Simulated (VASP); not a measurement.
# BAs (F-43m) in VASP: a series of runs

One crystal, BAs, is run at these levels: PBE; tasks: single point, relaxation of cell and atoms.

All numbers are computed with VASP 6.6.1; they aren't measurements. Logs are shortened: lines on timing, memory, paths and dates and some standing lists are left out, and cuts for length are marked.

## (1) Starting point

It takes space group F-43m (No. 216, cubic). Conventional cell: a = 4.660 Å, b = 4.660 Å, c = 4.660 Å, α = 90.00°, β = 90.00°, γ = 90.00°. Around B (site symmetry -43m) lie 4 As at 2.02 Å. Around As (site symmetry -43m) lie 4 B at 2.02 Å.

## (2) Single point, PBE

INCAR

```
  PREC = Accurate
  ENCUT = 520
  EDIFF = 1E-7
  ISMEAR = 0
  SIGMA = 0.02
  LREAL = F
  LASPH = T
  NELM = 100
  ALGO = Fast
  ISIF = 2
  LWAVE = F
  LCHARG = T
  GGA = PE
  LELF = T
  LVHAR = T
  NBANDS = 11
```

KPOINTS

```
Automatic mesh
0
Gamma
  10 10 10
```

POSCAR

```
BAs
1.0
    0.0000000000      2.3299997265      2.3299997265
    2.3299997265      0.0000000000      2.3299997265
    2.3299997265      2.3299997265      0.0000000000
B As
1 1
Direct
    0.0000000000      0.0000000000      0.0000000000
    0.2500000000      0.2500000000      0.2500000000
```

Potentials or basis: VASP PAW PBE potentials, release 64 (B, As).

Started as:

```bash
cat potpaw_PBE.64/B/POTCAR potpaw_PBE.64/As/POTCAR > POTCAR
mpirun -np 1 vasp_std > vasp.out
```

OUTCAR:

```text
PREC = Accurate
   ENCUT = 520
   EDIFF = 1E-7
   ISMEAR = 0
   LREAL = F
   LASPH = T
   NELM = 100
   ISIF = 2
   GGA = PE

 ion  position               nearest neighbor table
   1  0.000  0.000  0.000-   2 2.02   2 2.02   2 2.02   2 2.02
   2  0.250  0.250  0.250-   1 2.02   1 2.02   1 2.02   1 2.02

  LATTYP: Found a face centered cubic cell.
 ALAT       =     4.6599994530

  Lattice vectors:

 A1 = (   0.0000000000,   2.3299997265,   2.3299997265)
 A2 = (   2.3299997265,   0.0000000000,   2.3299997265)
 A3 = (   2.3299997265,   2.3299997265,   0.0000000000)

Analysis of symmetry for initial positions (statically):
=====================================================================
 Subroutine PRICEL returns:
 Original cell was already a primitive cell.

 Routine SETGRP: Setting up the symmetry group for a
 face centered cubic supercell.

 Subroutine GETGRP returns: Found 24 space group operations
 (whereof 24 operations were pure point group operations)
 out of a pool of 48 trial point group operations.

The static configuration has the point symmetry T_d .

Analysis of symmetry for dynamics (positions and initial velocities):
=====================================================================
 Subroutine PRICEL returns:
 Original cell was already a primitive cell.

 Routine SETGRP: Setting up the symmetry group for a
 face centered cubic supercell.

 Subroutine GETGRP returns: Found 24 space group operations
 (whereof 24 operations were pure point group operations)
 out of a pool of 48 trial point group operations.

The dynamic configuration has the point symmetry T_d .

 Subroutine INISYM returns: Found 24 space group operations
 (whereof 24 operations are pure point group operations),
 and found     1 'primitive' translations

----------------------------------------------------------------------------------------

                                     Primitive cell

  volume of cell :      25.2987

  direct lattice vectors                    reciprocal lattice vectors
     0.000000000  2.329999727  2.329999727    -0.214592300  0.214592300  0.214592300
     2.329999727  0.000000000  2.329999727     0.214592300 -0.214592300  0.214592300
     2.329999727  2.329999727  0.000000000     0.214592300  0.214592300 -0.214592300

  length of vectors
     3.295117214  3.295117214  3.295117214     0.371684766  0.371684766  0.371684766

  position of ions in fractional coordinates (direct lattice)
     0.000000000  0.000000000  0.000000000
     0.250000000  0.250000000  0.250000000

  ion indices of the primitive-cell ions
   primitive index   ion index
                 1           1
                 2           2

----------------------------------------------------------------------------------------

 KPOINTS: Automatic mesh

Automatic generation of k-mesh.
 Grid dimensions read from file:
 generate k-points for:   10   10   10

 Generating k-lattice:

  Cartesian coordinates                     Fractional coordinates (reciprocal lattice)
    -0.021459230  0.021459230  0.021459230     0.100000000  0.000000000  0.000000000
     0.021459230 -0.021459230  0.021459230     0.000000000  0.100000000  0.000000000
     0.021459230  0.021459230 -0.021459230     0.000000000  0.000000000  0.100000000

  Length of vectors
     0.037168477  0.037168477  0.037168477

  Shift w.r.t. Gamma in fractional coordinates (k-lattice)
     0.000000000  0.000000000  0.000000000

 Subroutine IBZKPT returns following result:
 ===========================================

 Found     47 irreducible k-points:

 Following reciprocal coordinates:
            Coordinates               Weight
  0.000000  0.000000  0.000000      1.000000
  0.100000  0.000000  0.000000      8.000000
  0.200000  0.000000  0.000000      8.000000
  0.300000  0.000000  0.000000      8.000000
  0.400000  0.000000  0.000000      8.000000
  0.500000  0.000000  0.000000      4.000000
[... 16 lines left out ...]
  0.300000  0.300000  0.000000      6.000000
  0.400000  0.300000  0.000000     24.000000
 [... further k-points ...]
   k-points           NKPTS =     47   k-points in BZ     NKDIM =     47   number of bands    NBANDS=     11
   number of dos      NEDOS =    301   number of ions     NIONS =      2
   total plane-waves  NPLWV =  21952
   dimension x,y,z NGX =    28 NGY =   28 NGZ =   28
   dimension x,y,z NGXF=    56 NGYF=   56 NGZF=   56
   ions per type =               1   1
   NGX,Y,Z   is equivalent  to a cutoff of  14.13, 14.13, 14.13 a.u.
   NGXF,Y,Z  is equivalent  to a cutoff of  28.25, 28.25, 28.25 a.u.
 SYSTEM =  unknown system
   PREC   = accura    normal or accurate (medium, high low for compatibility)
   ISTART =      0    job   : 0-new  1-cont  2-samecut
   ICHARG =      2    charge: 1-file 2-atom 10-const
   ISPIN  =      1    spin polarized calculation?
   LNONCOLLINEAR =      F non collinear calculations
   LSORBIT =      F    spin-orbit coupling
   LASPH  =      T    aspherical Exc in radial PAW
   ENCUT  =  520.0 eV  38.22 Ry    6.18 a.u.   6.13  6.13  6.13*2*pi/ulx,y,z
   NELM   =    100;   NELMIN=  2; NELMDL= -5     # of ELM steps
   EDIFF  = 0.1E-06   stopping-criterion for ELM
   LREAL  =      F    real-space projection
   EDIFFG = 0.1E-05   stopping-criterion for IOM
   NSW    =      0    number of steps for IOM
   IBRION =     -1    ionic relax: 0-MD 1-quasi-New 2-CG
   NFREE  =      0    steps in history (QN), initial steepest desc. (CG)
   ISIF   =      2    stress and relaxation
   ISYM   =      2    0-nonsym 1-usesym 2-fastsym
   POTIM  = 0.5000    time-step for ionic-motion
   TEBEG  =    0.0;   TEEND  =   0.0 temperature during run
   PSTRESS=    0.0 pullay stress
   NELECT =       8.0000    total number of electrons
   NUPDOWN=      -1.0000    fix difference up-down
   EMIN   =  10.00;   EMAX   =-10.00  energy-range for DOS
   EFERMI =   0.00;   METHOD = LEGACY
   ISMEAR =     0;   SIGMA  =   0.02  broadening in eV -4-tet -1-fermi 0-gaus
   EFERMI_NEDOS =   21; number of points for ismear=-14 and -15
   IALGO  =     68    algorithm
   IMIX   =      4    mixing-type and parameters
     AMIX     =   0.40;   BMIX     =  1.00
     AMIX_MAG =   1.60;   BMIX_MAG =  1.00
  volume/ion in A,a.u.               =      12.65        85.36
  Fermi-wavevector in a.u.,A,eV,Ry     =   1.115336  2.107679 16.925292  1.243974
  Thomas-Fermi vector in A             =   2.251939
   LORBIT       =      0    0 simple, 1 ext, 2 COOP (PROOUT), +10 PAW based schemes
   GGA     = PE    functional components
   LHFCALC =     F    Hartree Fock is set to
   AEXX    =    0.0000 exact exchange contribution
   IVDW    =     0    specifies the selected vdW correction
   LEPSILON=     F    determine dielectric tensor
   LRPA    =     F    only Hartree local field effects (RPA)
 non-spin polarized calculation
 RMM-DIIS sequential band-by-band and
 Gauss-broadening in eV      SIGMA  =   0.02
  energy-cutoff  :      520.00
  volume of cell :       25.30
 maximum number of plane-waves:       701
 NGX is ok and might be reduce to    28
   NGX = 13   NGY = 13   NGZ = 13

 number of electron       8.0000000 magnetization

 Free energy of the ion-electron system (eV)
  ---------------------------------------------------
  ext. energy  EPLUGINS =         0.00000000
  ---------------------------------------------------
  free energy    TOTEN  =       -11.29188126 eV

  energy without entropy =      -11.29188126  energy(sigma->0) =      -11.29188126

 E-fermi :   7.1667     XC(G=0): -10.9095

 val. band max:        6.9734822912   @ k =   0.0000   0.0000   0.0000
 cond. band min:       8.0694154339   @ k =   0.4000   0.4000   0.0000
 fundamental gap:      1.0959331427
 Fermi energy:         7.1666529741

 k-point     1 :       0.0000    0.0000    0.0000
  band No.  band energies     occupation
      1      -9.1298      2.00000
      2       6.9735      2.00000
      3       6.9735      2.00000
      4       6.9735      2.00000
      5      10.3482      0.00000
      6      10.3482      0.00000
      7      10.3482      0.00000
      8      12.6255      0.00000
      9      16.9374      0.00000
     10      20.2323      0.00000
     11      20.2323      0.00000

 k-point     2 :       0.1000    0.0000    0.0000
  band No.  band energies     occupation
      1      -8.9541      2.00000
      2       5.5271      2.00000
      3       6.6452      2.00000
      4       6.6452      2.00000
      5      10.6332      0.00000
      6      10.7782      0.00000
      7      10.7782      0.00000
      8      13.3471      0.00000
      9      17.6416      0.00000
     10      19.0673      0.00000
     11      19.0673      0.00000

 k-point     3 :       0.2000    0.0000    0.0000
  band No.  band energies     occupation
      1      -8.4347      2.00000
      2       3.0368      2.00000
      3       6.0273      2.00000
      4       6.0273      2.00000
      5      10.5489      0.00000
      6      11.5347      0.00000
      7      11.5347      0.00000
      8      14.7744      0.00000
      9      18.3113      0.00000
     10      18.3113      0.00000
     11      18.6453      0.00000
[... 267 lines left out ...]
 k-point    23 :       0.3000    0.3000    0.0000
  band No.  band energies     occupation
      1      -7.0718      2.00000
      2       1.6559      2.00000
      3       3.5264      2.00000
      4       3.5264      2.00000
      5       8.3169      0.00000
      6      10.6514      0.00000
      7      15.9096      0.00000
      8      15.9096      0.00000
      9      18.6687      0.00000
     10      22.4743      0.00000
     11      22.9525      0.00000

 k-point    24 :       0.4000    0.3000    0.0000
  band No.  band energies     occupation
      1      -6.2793      2.00000
      2       0.3104      2.00000
      3       2.6792      2.00000
      4       3.2095      2.00000
      5       8.6278      0.00000
      6      10.3821      0.00000
      7      16.3571      0.00000
      8      16.5385      0.00000
      9      19.6919      0.00000
     10      23.3425      0.00000
     11      23.7798      0.00000

 [... further k-points ...]

------------------------ aborting loop because EDIFF is reached ----------------------------------------

  FORCE on cell =-STRESS in cart. coord.  units (eV):
  Direction    XX          YY          ZZ          XY          YZ          ZX
  --------------------------------------------------------------------------------------
  -------------------------------------------------------------------------------------
  Total        2.5320268      2.5320268      2.5320268     -0.0000000     -0.0000000      0.0000000
  in kB      160.3545441    160.3545441    160.3545441     -0.0000000     -0.0000000      0.0000000
  external PRESSURE =     160.3545441 kB  Pullay stress =       0.0000000 kB

 VOLUME and BASIS-vectors are now :
 -----------------------------------------------------------------------------
  energy-cutoff  :      520.00
  volume of cell :       25.30
      direct lattice vectors                 reciprocal lattice vectors
     0.000000000  2.329999727  2.329999727    -0.214592300  0.214592300  0.214592300
     2.329999727  0.000000000  2.329999727     0.214592300 -0.214592300  0.214592300
     2.329999727  2.329999727  0.000000000     0.214592300  0.214592300 -0.214592300

 POSITION                                       TOTAL-FORCE (eV/Angst)
 -----------------------------------------------------------------------------------
      0.00000      0.00000      0.00000         0.000000      0.000000      0.000000
      1.16500      1.16500      1.16500        -0.000000     -0.000000     -0.000000
 -----------------------------------------------------------------------------------
    total drift:                               -0.000000     -0.000000     -0.000000

  FREE ENERGIE OF THE ION-ELECTRON SYSTEM (eV)
  ---------------------------------------------------
  free  energy   TOTEN  =       -11.2918812623 eV

  energy  without entropy=      -11.2918812623  energy(sigma->0) =      -11.29188126
```

Wall time 28 s (1 thread of Intel Xeon Platinum 8175M at 2.50GHz (Skylake/Cascade Lake), shared host); peak memory 0.15 GiB.

Results:

| Quantity | Value |
| --- | --- |
| Free energy | -11.2919 eV |
| Pressure | 16.0 GPa |
| Band gap on the k mesh | 1.10 eV, indirect (least direct gap 3.37 eV) |

Caveat: so large a pressure means that the cell lies far from this level's equilibrium, or that cutoff or potentials fall short.

## (3) Single point, PBE (cell and atoms relaxed tightly for response)

Edit INCAR of step 2 so:

```diff
@@ -4,3 +4,3 @@
   ISMEAR = 0
-  SIGMA = 0.02
+  SIGMA = 0.01
   LREAL = F
```

KPOINTS

```
regular mesh
0
Gamma
  10 10 10
```

POSCAR

```
BAs
1.0
    0.0000000000      2.4046443009      2.4046443009
    2.4046443009      0.0000000000      2.4046443009
    2.4046443009      2.4046443009      0.0000000000
B As
1 1
Direct
    0.0000000000      0.0000000000      0.0000000000
    0.2500000000      0.2500000000      0.2500000000
```

Potentials or basis: VASP PAW PBE potentials, release 64 (B, As).

Started as:

```bash
cat potpaw_PBE.64/B/POTCAR potpaw_PBE.64/As/POTCAR > POTCAR
mpirun -np 1 vasp_std > vasp.out
```

It took 13 s on 1 thread of AMD EPYC 9R45 (Zen 5), shared host; peak memory 0.13 GiB.

The run converged. Its results:

```yaml
Free_energy: -11.4134 eV
Pressure: 0.6 GPa
Band_gap_on_the_k_mesh: 1.20 eV, indirect (least direct gap 3.25 eV)
```

Levels at points of the mesh, in eV from the valence-band top:
| k point | band 1 | band 2 | band 3 | band 4 | band 5 | band 6 | band 7 | band 8 |
| --- | --- | --- | --- | --- | --- | --- | --- | --- |
| (0.00, 0.00, 0.00) | -15.22 | 0.00 | 0.00 | 0.00 | 3.25 | 3.25 | 3.25 | 4.43 |
| (0.50, 0.00, 0.00) | -12.42 | -8.64 | -1.79 | -1.79 | 2.57 | 4.76 | 4.76 | 8.82 |
| (0.50, 0.50, 0.00) | -11.13 | -8.42 | -4.00 | -4.00 | 1.45 | 1.46 | 11.17 | 11.17 |

A k mesh can miss the band edges.

## (4) Relaxation of cell and atoms, PBE (cell and atoms relaxed tightly for response)

INCAR

```
PREC = Accurate ; ENCUT = 600
EDIFF = 1E-6 ; ISMEAR = 0
SIGMA = 0.01 ; LREAL = False
LASPH = True ; NELM = 100
ALGO = Normal ; ISIF = 3
LWAVE = False ; LCHARG = False
GGA = PE ; IBRION = 2
NSW = 80 ; EDIFFG = -0.001
```

KPOINTS

```
Automatic mesh
0
Gamma
  10 10 10
```

POSCAR

```
BAs
1.0
    0.0000000000      2.4044111851      2.4044111851
    2.4044111851      0.0000000000      2.4044111851
    2.4044111851      2.4044111851      0.0000000000
B As
1 1
Direct
    0.0000000000      0.0000000000      0.0000000000
    0.2500000000      0.2500000000      0.2500000000
```

Started as:

```bash
cat potpaw_PBE.64/B/POTCAR potpaw_PBE.64/As/POTCAR > POTCAR
mpirun -np 1 vasp_std > vasp.out
```

Wall time 17 s (1 thread of AMD EPYC 9R45 (Zen 5), shared host); peak memory 0.14 GiB.

The run converged. Its results:

* Free energy: -11.4145 eV
* Relaxed volume: 13.97 Å³/atom
* Relaxed cell: a = 3.406 Å, b = 3.406 Å, c = 3.406 Å, α = 60.00°, β = 60.00°, γ = 60.00°
* Space group after relaxing (to 0.05 Å): F-43m (No. 216)
* Energy gained by relaxing: 0.1 meV/atom
* Ionic steps: 3
* Pressure after relaxing: 0.0 GPa
* Band gap on the k mesh: 1.20 eV, indirect (least direct gap 3.25 eV)

Step by step:
| step | energy change (eV) | largest force (eV/Å) | pressure (GPa) | volume (Å³) |
| --- | --- | --- | --- | --- |
| 1 | 0.0000 | 0.0000 | 0.62 | 27.80 |
| 2 | -0.0001 | 0.0000 | -0.41 | 28.02 |
| 3 | -0.0003 | 0.0000 | 0.01 | 27.93 |

Final structure:
```yaml
crystal:
  lattice:
    - [0.00000, 2.40815, 2.40815]
    - [2.40815, 0.00000, 2.40815]
    - [2.40815, 2.40815, 0.00000]
  atoms:
    - { symbol: B, position: [0.00000, 0.00000, 0.00000] }
    - { symbol: As, position: [0.25000, 0.25000, 0.25000] }
```

Levels at points of the mesh, in eV from the valence-band top:
```
           k point  band 1  band 2  band 3  band 4  band 5  band 6  band 7  band 8
(0.00, 0.00, 0.00)  -15.18    0.00    0.00    0.00    3.25    3.25    3.25    4.38
(0.50, 0.00, 0.00)  -12.40   -8.61   -1.78   -1.78    2.55    4.75    4.75    8.82
(0.50, 0.50, 0.00)  -11.12   -8.39   -3.98   -3.98    1.46    1.46   11.13   11.13
```

A k mesh can miss the band edges. PBE usually gives volumes a little too large and moduli too small.

## (5) Summary

```csv
task,cell,cutoff (eV),smearing,gap on the mesh (eV),pressure (GPa)
single point,as given,520,gaussian 0.02 eV,1.10,16.0
single point,cell and atoms relaxed tightly for response,520,gaussian 0.01 eV,1.20,0.6
relaxation of cell and atoms,relaxed from: cell and atoms relaxed tightly for response,600,gaussian 0.01 eV,1.20,0.0
```

Alike in all rows: level PBE; potentials or basis VASP PAW PBE potentials, release 64 (B, As); no spin polarisation; k mesh 10 × 10 × 10.

Caveats: so large a pressure means that the cell lies far from this level's equilibrium, or that cutoff or potentials fall short (some runs).

Absolute energies hang on the potentials; compare differences alone.
